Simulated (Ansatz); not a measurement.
# Nickel, simple cubic under BLYP: from relaxation to bulk modulus, part 1 of 2

The plan for nickel in the simple cubic structure: relax it, solve it on a dense k-mesh, then scale the cell to 7 volumes from 88 to 112 % of the relaxed one and try a fit of the equation of state. Spin polarisation is left out, though the real metal is magnetic, so this state lies above the ground state. The k-meshes are 14×14×14 for the relaxation; 22×22×22 for the dense run; 15×15×15 for the volumes.

This is Ni in the simple cubic structure; at room conditions it is fcc.

Program: Ansatz 0.2.0. Level of theory: DFT BLYP, plane waves (420 eV) with PAW, scalar-relativistic; PBE-made PAW files. These are calculated values, not measurements.

**1. Starting point**

The structure is cubic, space group Pm-3m (No. 221). The conventional cell has a = 2.278 Å, b = 2.278 Å, c = 2.278 Å, α = 90.00°, β = 90.00°, γ = 90.00°. Ni (site symmetry m-3m) has 6 Ni at 2.28 Å as nearest neighbours.

Coordinates:

```
Ni
1.0
     2.27759    0.00000    0.00000
     0.00000    2.27759    0.00000
     0.00000    0.00000    2.27759
Ni
1
Cartesian
  0.0000 0.0000 0.0000
```

**2. Relaxation of the cell**

Contents of input.yaml:

```yaml
crystal:
  lattice:
    - [2.2775907947, 0.0, 0.0]
    - [0.0, 2.2775907947, 0.0]
    - [0.0, 0.0, 2.2775907947]
  atoms:
    - { symbol: Ni, position: [0.0, 0.0, 0.0] }
hamiltonian:
  xc: blyp
  pseudopotentials:
    kind: paw
    azcp:
      Ni: "pseudopotentials/Ni.paw.azcp"
basis:
  ecutwfc: 420
  fft_grid_basis: typed
kpoints:
  mp_grid: { grid: [14, 14, 14], shift: [0, 0, 0] }
magnetization:
  spin_polarized: false
scf:
  occupations: { method: fermi_dirac, width: 0.1 }
relax:
  max_steps: 60
  f_tol: 0.01
  cell: {}
```

Output:

```text
Warning: RAYON_NUM_THREADS=2 ignored (pool sized by the plan → 2); use --threads N
Engine: ansatz 0.2.0, aarch64-unknown-linux-gnu
Pseudopotentials: kind: paw
Pseudopotential: Ni, paw, valence charge 18, recommended cutoff 420 eV (normal), <dir>
Functional definition: BLYP
  parameter beta = 0.0042
  parameter a = 0.04918
  parameter b = 0.132
  parameter c = 0.2533
  parameter d = 0.349
  exchange = b88_x(beta = beta)
  correlation = lyp_c(a = a, b = b, c = c, d = d)
Crystal: 1 atoms, lattice volume = 11.815 Å³
Basis set: ecut = 420 eV, 251 PW (Γ), exchange–correlation on 32×32×32 points (8 copies of the dense FFT grid, shifted against one another)
Bands: 13, of which v1, the nominal top of the filled ones, is band 9 counted from 1 (8 counted from 0)
Symmetry: 48 space group operations
Space group: Pm-3m (ITA 221), of the structure as read, at distance tolerance 2.3e-5 Å
k-points: 120 of 2744
Non-local potential: Ni, projectors of the file, l = 0: 3, l = 1: 2, l = 2: 3, l = 3: 1
PAW form: soft (Blöchl's): semilocal exchange-correlation on the pseudo side does not see the compensation charge
PAW frozen core: Ni, regenerated for the run's functional, and the local potential with it (the file was generated under x = pbe(κ = 0.804, μ = 0.2195149727645171), c = pbe(β = 0.06672455060314922))
PAW one-centre angular grid: Ni, 590 points (default); XC on 64 Gauss nodes
Initial density: superposition of atomic densities (neutral atoms: chi_scale 0, normalization atom), corrected by the library's trained network
Initial wavefunctions: pseudopotential atomic-orbital guess
Functional: x = b88, c = lyp
SCF iter   1: F=—  HF=-5847.693787 eV  |F-HF|=—  |Δ(HF+E_count)|=         —  Δρ=2.22e-2  dr2=3.93e-2  ethr=1.77e-3  ⟨swp⟩=5.4  Hψ=8361  notcnv=0
preconditioner: auto → none  [metal: Δε(μ)=0.010 eV  Ē_g=13.830 eV  σ=0.100 eV  W_gap=0.03  n_scr=6 (ndim 8)  ℏωp=34.2 eV  f_vac=0.000  D(μ)=2.21/eV (n_scr^D=32)  sad-step TF]
SCF iter   2: F=—  HF=-5847.690031 eV  |F-HF|=—  |Δ(HF+E_count)|=   3.76e-3  Δρ=1.26e-2  dr2=1.44e-2  ethr=2.18e-4  ⟨swp⟩=1.1  Hψ=2527  notcnv=0
SCF iter   3: F=—  HF=-5847.687692 eV  |F-HF|=—  |Δ(HF+E_count)|=   2.34e-3  Δρ=3.04e-3  dr2=6.90e-4  ethr=8.03e-5  ⟨swp⟩=1.0  Hψ=1572  notcnv=0
SCF iter   4: F=—  HF=-5847.687551 eV  |F-HF|=—  |Δ(HF+E_count)|=   1.40e-4  Δρ=3.40e-4  dr2=3.65e-6  ethr=3.84e-6  ⟨swp⟩=2.3  Hψ=2127  notcnv=0
SCF iter   5: F=—  HF=-5847.687601 eV  |F-HF|=—  |Δ(HF+E_count)|=   4.99e-5  Δρ=6.23e-5  dr2=1.99e-7  ethr=2.03e-8  ⟨swp⟩=2.1  Hψ=2462  notcnv=0
SCF iter   6: F=-5847.687601 eV  HF=-5847.687601 eV  |F-HF|=2.00e-10  |Δ(HF+E_count)|=   3.62e-8  Δρ=3.19e-6  dr2=8.71e-10  ethr=5.56e-10  ⟨swp⟩=4.6  Hψ=5529  notcnv=0
SCF 1 converged in 6 iterations: F = -5847.687601 eV  dr2 = 8.71e-10
relax step   1: F+E_penalty+E_count = -5847.68760107 eV  Δ(F+E_penalty+E_count) = +0.000e0 eV  max|allowed force component| = 0.000e0 eV/Å  Δτ_max = 0.0000 Å  P = +18.870 GPa  Ω = 11.815 Å³  (6 SCF iters, dr2 threshold 1.00e-7 eV, accepted)
Crystal: 1 atoms, lattice volume = 12.437 Å³
Initial density: handed on by an earlier stage of this run
Initial wavefunctions: those handed on with the density
iter 1 solved again at ethr=1.36e-6 eV; its pass at ethr=3.10e-3 eV (dr2=2.44e-4 eV) is discarded
SCF iter   1: F=—  HF=-5847.741172 eV  |F-HF|=—  |Δ(HF+E_count)|=         —  Δρ=2.19e-3  dr2=2.66e-4  ethr=1.36e-6  ⟨swp⟩=2.1  Hψ=11736  notcnv=0
preconditioner: auto → none  [metal: Δε(μ)=0.010 eV  Ē_g=13.228 eV  σ=0.100 eV  W_gap=0.02  n_scr=6 (ndim 8)  ℏωp=33.3 eV  f_vac=0.000  D(μ)=2.35/eV (n_scr^D=32)]
SCF iter   2: F=—  HF=-5847.741074 eV  |F-HF|=—  |Δ(HF+E_count)|=   9.85e-5  Δρ=7.52e-4  dr2=3.45e-5  ethr=1.36e-6  ⟨swp⟩=1.1  Hψ=1604  notcnv=0
SCF iter   3: F=—  HF=-5847.741076 eV  |F-HF|=—  |Δ(HF+E_count)|=   1.70e-6  Δρ=2.08e-4  dr2=3.25e-6  ethr=1.92e-7  ⟨swp⟩=2.2  Hψ=2201  notcnv=0
SCF iter   4: F=—  HF=-5847.741075 eV  |F-HF|=—  |Δ(HF+E_count)|=   4.32e-8  Δρ=7.57e-5  dr2=4.14e-7  ethr=1.80e-8  ⟨swp⟩=2.4  Hψ=2204  notcnv=0
iter 5 did not close the SCF: its close was put off for the readings that it lacked (scf_convergence_deferred on its scf_iter line)
SCF iter   5: F=-5847.741075 eV  HF=-5847.741075 eV  |F-HF|=2.96e-10  |Δ(HF+E_count)|=   1.77e-8  Δρ=2.59e-6  dr2=3.99e-10  ethr=2.30e-9  ⟨swp⟩=2.4  Hψ=2190  notcnv=0
SCF iter   6: F=-5847.741075 eV  HF=-5847.741075 eV  |F-HF|=3.64e-12  |Δ(HF+E_count)|=  1.64e-10  Δρ=2.21e-7  dr2=2.52e-12  ethr=2.21e-12  ⟨swp⟩=1.8  Hψ=4988  notcnv=0
SCF 2 converged in 6 iterations: F = -5847.741075 eV  dr2 = 2.52e-12
relax step   2: F+E_penalty+E_count = -5847.74107546 eV  Δ(F+E_penalty+E_count) = -5.347e-2 eV  max|allowed force component| = 0.000e0 eV/Å  Δτ_max = 0.0000 Å  P = +9.218 GPa  Ω = 12.437 Å³  energy of the carried Pulay correction = -2.537e-4 eV  (6 SCF iters, dr2 threshold 1.00e-7 eV, accepted)
Crystal: 1 atoms, lattice volume = 13.096 Å³
iter 1 solved again at ethr=1.84e-6 eV; its pass at ethr=3.10e-3 eV (dr2=3.31e-4 eV) is discarded
SCF iter   1: F=—  HF=-5847.762122 eV  |F-HF|=—  |Δ(HF+E_count)|=         —  Δρ=2.50e-3  dr2=3.70e-4  ethr=1.84e-6  ⟨swp⟩=2.1  Hψ=11950  notcnv=0
preconditioner: auto → none  [metal: Δε(μ)=0.009 eV  Ē_g=12.711 eV  σ=0.100 eV  W_gap=0.02  n_scr=6 (ndim 8)  ℏωp=32.4 eV  f_vac=0.000  D(μ)=2.47/eV (n_scr^D=32)]
SCF iter   2: F=—  HF=-5847.762027 eV  |F-HF|=—  |Δ(HF+E_count)|=   9.48e-5  Δρ=7.68e-4  dr2=3.72e-5  ethr=1.84e-6  ⟨swp⟩=1.0  Hψ=1570  notcnv=0
SCF iter   3: F=—  HF=-5847.762003 eV  |F-HF|=—  |Δ(HF+E_count)|=   2.45e-5  Δρ=2.04e-4  dr2=3.48e-6  ethr=2.07e-7  ⟨swp⟩=2.6  Hψ=2277  notcnv=0
SCF iter   4: F=—  HF=-5847.762002 eV  |F-HF|=—  |Δ(HF+E_count)|=   1.46e-7  Δρ=6.48e-5  dr2=3.49e-7  ethr=1.93e-8  ⟨swp⟩=2.0  Hψ=1883  notcnv=0
iter 5 did not close the SCF: its close was put off for the readings that it lacked (scf_convergence_deferred on its scf_iter line)
SCF iter   5: F=-5847.762002 eV  HF=-5847.762002 eV  |F-HF|=1.73e-11  |Δ(HF+E_count)|=  1.69e-10  Δρ=1.94e-6  dr2=2.50e-10  ethr=1.94e-9  ⟨swp⟩=2.5  Hψ=2288  notcnv=0
SCF iter   6: F=-5847.762002 eV  HF=-5847.762002 eV  |F-HF|=0.00e0  |Δ(HF+E_count)|=  3.48e-10  Δρ=2.57e-7  dr2=2.94e-12  ethr=1.39e-12  ⟨swp⟩=1.7  Hψ=5133  notcnv=0
SCF 3 converged in 6 iterations: F = -5847.762002 eV  dr2 = 2.94e-12
relax step   3: F+E_penalty+E_count = -5847.76200249 eV  Δ(F+E_penalty+E_count) = -2.093e-2 eV  max|allowed force component| = 0.000e0 eV/Å  Δτ_max = 0.0000 Å  P = +1.438 GPa  Ω = 13.096 Å³  energy of the carried Pulay correction = -5.084e-4 eV  (6 SCF iters, dr2 threshold 1.00e-7 eV, accepted)
Crystal: 1 atoms, lattice volume = 13.240 Å³
iter 1 solved again at ethr=4.20e-7 eV; its pass at ethr=3.10e-3 eV (dr2=7.55e-5 eV) is discarded
SCF iter   1: F=—  HF=-5847.762602 eV  |F-HF|=—  |Δ(HF+E_count)|=         —  Δρ=5.32e-4  dr2=1.67e-5  ethr=4.20e-7  ⟨swp⟩=2.6  Hψ=11263  notcnv=0
preconditioner: auto → none  [metal: Δε(μ)=0.009 eV  Ē_g=12.602 eV  σ=0.100 eV  W_gap=0.02  n_scr=6 (ndim 8)  ℏωp=32.3 eV  f_vac=0.000  D(μ)=2.50/eV (n_scr^D=32)]
SCF iter   2: F=—  HF=-5847.762587 eV  |F-HF|=—  |Δ(HF+E_count)|=   1.49e-5  Δρ=1.70e-4  dr2=1.79e-6  ethr=9.26e-8  ⟨swp⟩=1.0  Hψ=1573  notcnv=0
SCF iter   3: F=—  HF=-5847.762587 eV  |F-HF|=—  |Δ(HF+E_count)|=   7.19e-7  Δρ=3.83e-5  dr2=1.20e-7  ethr=9.93e-9  ⟨swp⟩=2.7  Hψ=2343  notcnv=0
iter 4 did not close the SCF: its close was put off for the readings that it lacked (scf_convergence_deferred on its scf_iter line)
SCF iter   4: F=-5847.762587 eV  HF=-5847.762587 eV  |F-HF|=1.21e-8  |Δ(HF+E_count)|=   4.38e-9  Δρ=1.46e-5  dr2=1.82e-8  ethr=6.65e-10  ⟨swp⟩=1.9  Hψ=1937  notcnv=0
iter 5 did not close the SCF: its close was put off for the readings that it lacked (scf_convergence_deferred on its scf_iter line)
SCF iter   5: F=-5847.762587 eV  HF=-5847.762587 eV  |F-HF|=3.82e-11  |Δ(HF+E_count)|=  8.82e-10  Δρ=8.03e-7  dr2=4.34e-11  ethr=1.01e-10  ⟨swp⟩=2.4  Hψ=2263  notcnv=0
SCF iter   6: F=-5847.762587 eV  HF=-5847.762587 eV  |F-HF|=3.64e-12  |Δ(HF+E_count)|=  1.82e-12  Δρ=6.57e-8  dr2=2.14e-13  ethr=1.00e-12  ⟨swp⟩=1.4  Hψ=4399  notcnv=0
SCF 4 converged in 6 iterations: F = -5847.762587 eV  dr2 = 2.14e-13
relax step   4: F+E_penalty+E_count = -5847.76258658 eV  Δ(F+E_penalty+E_count) = -5.841e-4 eV  max|allowed force component| = 0.000e0 eV/Å  Δτ_max = 0.0000 Å  P = -0.004 GPa  Ω = 13.240 Å³  energy of the carried Pulay correction = -5.623e-4 eV  (6 SCF iters, dr2 threshold 1.00e-7 eV, accepted)
Initial wavefunctions: pseudopotential atomic-orbital guess (no wavefunctions were taken with the density)
iter 1 solved again at ethr=1.38e-7 eV; its pass at ethr=3.10e-3 eV (dr2=2.48e-5 eV) is discarded
SCF iter   1: F=—  HF=-5847.758229 eV  |F-HF|=—  |Δ(HF+E_count)|=         —  Δρ=2.06e-3  dr2=1.26e-5  ethr=1.38e-7  ⟨swp⟩=3.0  Hψ=12235  notcnv=0
preconditioner: auto → none  [metal: Δε(μ)=0.009 eV  Ē_g=12.599 eV  σ=0.100 eV  W_gap=0.02  n_scr=6 (ndim 8)  ℏωp=32.3 eV  f_vac=0.000  D(μ)=2.50/eV (n_scr^D=32)]
SCF iter   2: F=—  HF=-5847.762203 eV  |F-HF|=—  |Δ(HF+E_count)|=   3.97e-3  Δρ=1.07e-3  dr2=8.25e-6  ethr=7.01e-8  ⟨swp⟩=2.0  Hψ=2197  notcnv=0
SCF iter   3: F=—  HF=-5847.763665 eV  |F-HF|=—  |Δ(HF+E_count)|=   1.46e-3  Δρ=1.94e-4  dr2=2.30e-6  ethr=4.58e-8  ⟨swp⟩=2.1  Hψ=1965  notcnv=0
SCF iter   4: F=—  HF=-5847.763671 eV  |F-HF|=—  |Δ(HF+E_count)|=   6.18e-6  Δρ=2.37e-5  dr2=3.89e-8  ethr=1.28e-8  ⟨swp⟩=2.5  Hψ=2092  notcnv=0
SCF iter   5: F=—  HF=-5847.763672 eV  |F-HF|=—  |Δ(HF+E_count)|=   9.64e-8  Δρ=6.37e-6  dr2=1.55e-9  ethr=2.16e-10  ⟨swp⟩=2.5  Hψ=2330  notcnv=0
SCF iter   6: F=-5847.763672 eV  HF=-5847.763672 eV  |F-HF|=2.10e-10  |Δ(HF+E_count)|=   2.37e-8  Δρ=4.93e-7  dr2=5.12e-12  ethr=1.00e-12  ⟨swp⟩=4.9  Hψ=7815  notcnv=0
SCF 5 converged in 6 iterations: F = -5847.763672 eV  dr2 = 5.12e-12
relax step   5: F+E_penalty+E_count = -5847.76367157 eV  Δ(F+E_penalty+E_count) = -1.085e-3 eV  max|allowed force component| = 0.000e0 eV/Å  Δτ_max = 0.0000 Å  P = +0.202 GPa  Ω = 13.240 Å³  stress off target by 2.02e-1 GPa  SCF on the basis re-selected at this cell (its energy is not comparable with the rows above)  (6 SCF iters)
basis re-selected at this cell: Δ(F+E_penalty+E_count) = -1.085e-3 eV, ΔP = +0.206 GPa vs the last step (what re-selecting the basis moved, of the pressure what is left beyond the Pulay correction that the steps carried, after the strain that the cell walked since its last selection, with what the two solves' SCF thresholds leave and, on support functions, any second-order correction that the steps lacked; it is no measure of the basis error at this ecutwfc). This SCF's stress stands 2.02e-1 GPa from its target on what of the cell is left free (relax.cell.stress_tol is 5.00e-2 GPa) and its largest allowed force component is 0.00e0 eV/Å (relax.f_tol is 1.00e-2 eV/Å): not within both, so this SCF does not close the relaxation
Crystal: 1 atoms, lattice volume = 13.260 Å³
iter 1 solved again at ethr=1.53e-9 eV; its pass at ethr=3.10e-3 eV (dr2=2.75e-7 eV) is discarded
SCF iter   1: F=—  HF=-5847.763690 eV  |F-HF|=—  |Δ(HF+E_count)|=         —  Δρ=7.12e-5  dr2=2.96e-7  ethr=1.53e-9  ⟨swp⟩=3.3  Hψ=10960  notcnv=0
preconditioner: auto → none  [metal: Δε(μ)=0.009 eV  Ē_g=12.583 eV  σ=0.100 eV  W_gap=0.02  n_scr=6 (ndim 8)  ℏωp=32.2 eV  f_vac=0.000  D(μ)=2.51/eV (n_scr^D=32)]
iter 2 did not close the SCF: its close was put off for the readings that it lacked (scf_convergence_deferred on its scf_iter line)
SCF iter   2: F=-5847.763679 eV  HF=-5847.763679 eV  |F-HF|=9.29e-9  |Δ(HF+E_count)|=   1.17e-5  Δρ=2.31e-5  dr2=3.26e-8  ethr=1.53e-9  ⟨swp⟩=2.0  Hψ=1988  notcnv=0
iter 3 did not close the SCF: its close was put off for the readings that it lacked (scf_convergence_deferred on its scf_iter line)
SCF iter   3: F=-5847.763679 eV  HF=-5847.763679 eV  |F-HF|=3.06e-10  |Δ(HF+E_count)|=   6.46e-9  Δρ=5.81e-6  dr2=2.79e-9  ethr=1.81e-10  ⟨swp⟩=1.9  Hψ=1825  notcnv=0
iter 4 did not close the SCF: its close was put off for the readings that it lacked (scf_convergence_deferred on its scf_iter line)
SCF iter   4: F=-5847.763679 eV  HF=-5847.763679 eV  |F-HF|=1.64e-10  |Δ(HF+E_count)|=  1.55e-11  Δρ=1.80e-6  dr2=2.64e-10  ethr=1.55e-11  ⟨swp⟩=1.9  Hψ=1829  notcnv=0
iter 5 did not close the SCF: its close was put off for the readings that it lacked (scf_convergence_deferred on its scf_iter line)
SCF iter   5: F=-5847.763679 eV  HF=-5847.763679 eV  |F-HF|=9.09e-13  |Δ(HF+E_count)|=  8.19e-12  Δρ=1.77e-7  dr2=1.72e-12  ethr=1.47e-12  ⟨swp⟩=2.3  Hψ=2189  notcnv=0
SCF iter   6: F=-5847.763679 eV  HF=-5847.763679 eV  |F-HF|=0.00e0  |Δ(HF+E_count)|=  2.73e-12  Δρ=4.58e-8  dr2=1.01e-13  ethr=1.00e-12  ⟨swp⟩=1.5  Hψ=3684  notcnv=0
SCF 6 converged in 6 iterations: F = -5847.763679 eV  dr2 = 1.01e-13
relax step   6: F+E_penalty+E_count = -5847.76367853 eV  Δ(F+E_penalty+E_count) = -6.955e-6 eV  max|allowed force component| = 0.000e0 eV/Å  Δτ_max = 0.0000 Å  P = +0.013 GPa  Ω = 13.260 Å³  energy of the carried Pulay correction = -6.703e-6 eV  (6 SCF iters, dr2 threshold 1.00e-7 eV, accepted)
iter 1 solved again at ethr=8.85e-8 eV; its pass at ethr=3.10e-3 eV (dr2=1.59e-5 eV) is discarded
SCF iter   1: F=—  HF=-5847.763698 eV  |F-HF|=—  |Δ(HF+E_count)|=         —  Δρ=8.12e-6  dr2=2.94e-9  ethr=8.85e-8  ⟨swp⟩=3.2  Hψ=12503  notcnv=0
eigensolver tolerance schedule: the retry pair's looser diagonalisation over-reported the residual by 5410.36 of it (diagonalisation noise at 0.18 of the residual, at the tolerance the schedule requests for it); recorded, not acted on — ethr = c·dr2/N_el stays at c = 1.0e-1
SCF iter   2: F=—  HF=-5847.763688 eV  |F-HF|=—  |Δ(HF+E_count)|=   9.60e-6  Δρ=2.71e-6  dr2=4.19e-10  ethr=1.64e-11  ⟨swp⟩=2.9  Hψ=3144  notcnv=0
SCF iter   3: F=—  HF=-5847.763688 eV  |F-HF|=—  |Δ(HF+E_count)|=  2.40e-10  Δρ=1.42e-6  dr2=6.06e-11  ethr=2.33e-12  ⟨swp⟩=2.2  Hψ=2304  notcnv=0
iter 4 did not close the SCF: its close was put off for the readings that it lacked (scf_convergence_deferred on its scf_iter line)
SCF iter   4: F=-5847.763688 eV  HF=-5847.763688 eV  |F-HF|=1.82e-12  |Δ(HF+E_count)|=  1.46e-10  Δρ=5.48e-8  dr2=7.76e-14  ethr=1.00e-12  ⟨swp⟩=2.1  Hψ=1967  notcnv=0
iter 5 did not close the SCF: its close was put off for the readings that it lacked (scf_convergence_deferred on its scf_iter line)
SCF iter   5: F=-5847.763688 eV  HF=-5847.763688 eV  |F-HF|=3.64e-12  |Δ(HF+E_count)|=    0.00e0  Δρ=7.14e-8  dr2=3.17e-13  ethr=1.00e-12  ⟨swp⟩=1.0  Hψ=1560  notcnv=0
iter 6 did not close the SCF: its close was put off for the readings that it lacked (scf_convergence_deferred on its scf_iter line)
SCF iter   6: F=-5847.763688 eV  HF=-5847.763688 eV  |F-HF|=3.64e-12  |Δ(HF+E_count)|=  1.82e-12  Δρ=2.03e-8  dr2=1.85e-14  ethr=1.00e-12  ⟨swp⟩=1.0  Hψ=1560  notcnv=0
iter 7 did not close the SCF: its close was put off for the readings that it lacked (scf_convergence_deferred on its scf_iter line)
SCF iter   7: F=-5847.763688 eV  HF=-5847.763688 eV  |F-HF|=9.09e-13  |Δ(HF+E_count)|=  3.64e-12  Δρ=7.23e-9  dr2=2.81e-15  ethr=1.00e-12  ⟨swp⟩=1.0  Hψ=1560  notcnv=0
SCF iter   8: F=-5847.763688 eV  HF=-5847.763688 eV  |F-HF|=1.82e-12  |Δ(HF+E_count)|=  1.82e-12  Δρ=2.33e-9  dr2=2.56e-16  ethr=1.00e-12  ⟨swp⟩=2.4  Hψ=4715  notcnv=0
SCF 7 converged in 8 iterations: F = -5847.763688 eV  dr2 = 2.56e-16
relax step   7: F+E_penalty+E_count = -5847.76368834 eV  Δ(F+E_penalty+E_count) = -9.808e-6 eV  max|allowed force component| = 0.000e0 eV/Å  Δτ_max = 0.0000 Å  P = +0.011 GPa  Ω = 13.260 Å³  stress off target by 1.09e-2 GPa  SCF on the basis re-selected at this cell (its energy is not comparable with the rows above)  (8 SCF iters)
basis re-selected at this cell: Δ(F+E_penalty+E_count) = -9.808e-6 eV, ΔP = -0.002 GPa vs the last step (what re-selecting the basis moved, of the pressure what is left beyond the Pulay correction that the steps carried, after the strain that the cell walked since its last selection, with what the two solves' SCF thresholds leave and, on support functions, any second-order correction that the steps lacked; it is no measure of the basis error at this ecutwfc). This SCF's stress stands 1.09e-2 GPa from its target on what of the cell is left free (relax.cell.stress_tol is 5.00e-2 GPa) and its largest allowed force component is 0.00e0 eV/Å (relax.f_tol is 1.00e-2 eV/Å): within both
SCF converged after 8 iterations
Free energy (F): -5847.763688 eV
Harris-Foulkes:  -5847.763688 eV  (|F-HF|=1.82e-12)
Internal energy: -5847.682883 eV  (E = F + TS)
E sigma→0 (E₀):  -5847.723286 eV
Entropy (-TS):   -0.080805 eV (-80.805 meV/atom)
Fermi energy:    14.395298 eV
--- Per-component energies (eV) ---
  E_band       = -342.342991
  E_kinetic    = 283.114553
  E_local      = -3861.913477  (includes V_loc(G=0)·N_el)
  E_nonlocal   = 634.833065
  E_hartree    = 1618.874955
  E_xc         = -82.194186
  E_vxc        = -105.638089  (∫ρ·V_xc dr)
  E_paw        = -1644.093271  (= ΣΔE_a)
  E_vpaw       = -530.489323  (= ΣTr[D̂ρ^β])
  E_aug_tail   = 0.000370  (compensation charges beyond the density's cutoff)
  E_ewald      = -2796.308728
  E_core_change = 0.003837  (= ΣΔE_core)
  E_smearing   = -0.080805  (= −TS)
  E_closure    = 0.000000  (closes the sum)
  Σ components = -5847.763688   (vs F -5847.763688, Δ=0.00e0)
--- Forces (eV/Å), atoms counted from 1 ---
  atom   1  Ni    -0.00000000    -0.00000000     0.00000000
  max |Σ_I F_I| component: 7.70e-33 eV/Å
--- Stress (GPa, compression-positive) ---
        0.010886       0.000000       0.000000
        0.000000       0.010886      -0.000000
        0.000000      -0.000000       0.010886
  P = ⅓ Tr σ = 0.0109 GPa (0.109 kbar)
--- Relaxed structure (5 steps of the walk, 5 accepted, 2 SCFs on fresh bases) ---
  F+E_penalty+E_count = -5847.76368834 eV   max|allowed force component| = 0.000e0 eV/Å   (the final SCF, on the basis selected at the relaxed cell)
  cell:  # Å, volume = 13.2605 Å³
    - [2.366936290009416, 2.407412430484045e-35, -6.419766481290786e-34]
    - [2.407412430484045e-35, 2.366936290009416, 6.419766481290786e-35]
    - [-7.703719777548943e-34, 0.0, 2.366936290009416]
  atoms:
    - { symbol: Ni, position: [0.0, 0.0, 0.0] }
```

Run time: 4.4 s. Hardware: 2 threads of Arm Neoverse V2, shared host; peak memory 0.29 GiB.

Relaxation path:

```csv
step,energy change (meV/atom),largest force (eV/Å),pressure (GPa),volume (Å³/atom)
1,0.00,0.0000,18.87,11.815
2,-53.47,0.0000,9.22,12.437
3,-74.40,0.0000,1.44,13.096
4,-74.99,0.0000,0.00,13.240
5,-76.07,0.0000,0.20,13.240
6,-76.08,0.0000,0.01,13.260
7,-76.09,0.0000,0.01,13.260
```

Steps that repeat a cell are solved on a basis chosen anew, so their changes of energy are no gain of the relaxation.

Changes in the cell that was computed:

|  | before | after | change |
| --- | --- | --- | --- |
| a (Å) | 2.278 | 2.367 | +3.9 % |
| b (Å) | 2.278 | 2.367 | +3.9 % |
| c (Å) | 2.278 | 2.367 | +3.9 % |
| volume (Å³/atom) | 11.815 | 13.260 | +12.2 % |
| shortest distance (Å) | 2.278 | 2.367 | +3.9 % |
| space group (spins left aside) | Pm-3m | Pm-3m | same |

**3. Single point on a dense mesh**

Contents of input.yaml:

```yaml
crystal:
  lattice:
    - [2.36693629, 0.0, 0.0]
    - [0.0, 2.36693629, 0.0]
    - [0.0, 0.0, 2.36693629]
  atoms:
    - { symbol: Ni, position: [0.0, 0.0, 0.0] }
hamiltonian:
  xc: blyp
  pseudopotentials:
    kind: paw
    azcp:
      Ni: "pseudopotentials/Ni.paw.azcp"
basis:
  ecutwfc: 420
  fft_grid_basis: typed
kpoints:
  mp_grid: { grid: [22, 22, 22], shift: [0, 0, 0] }
magnetization:
  spin_polarized: false
scf:
  occupations: { method: fermi_dirac, width: 0.1 }
```

Output, cut to the lines that bear on the results:

```text
Warning: RAYON_NUM_THREADS=2 ignored (pool sized by the plan → 2); use --threads N
[...]
[... 3 set-up lines as earlier in the session ...]
[...]
Crystal: 1 atoms, lattice volume = 13.260 Å³
Basis set: ecut = 420 eV, 251 PW (Γ), exchange–correlation on 32×32×32 points (8 copies of the dense FFT grid, shifted against one another)
Bands: 13, of which v1, the nominal top of the filled ones, is band 9 counted from 1 (8 counted from 0)
[... 1 set-up line as earlier in the session ...]
Space group: Pm-3m (ITA 221), of the structure as read, at distance tolerance 2.4e-5 Å
k-points: 364 of 10648
[...]
SCF iter   1: F=—  HF=-5847.772135 eV  |F-HF|=—  |Δ(HF+E_count)|=         —  Δρ=2.28e-2  dr2=4.81e-2  ethr=1.77e-3  ⟨swp⟩=5.4  Hψ=24896  notcnv=0
[...]
SCF iter   6: F=-5847.764852 eV  HF=-5847.764852 eV  |F-HF|=4.10e-10  |Δ(HF+E_count)|=   4.91e-8  Δρ=2.63e-6  dr2=4.67e-10  ethr=2.37e-10  ⟨swp⟩=1.4  Hψ=13631  notcnv=0
[...]
SCF converged after 6 iterations
Free energy (F): -5847.764852 eV
[...]
E sigma→0 (E₀):  -5847.725428 eV
Entropy (-TS):   -0.078847 eV (-78.847 meV/atom)
Fermi energy:    14.395395 eV
[...]
```

It took 1.5 s on 2 threads of Arm Neoverse V2, shared host; peak memory 0.32 GiB.

(Continued in part 2 of 2.)
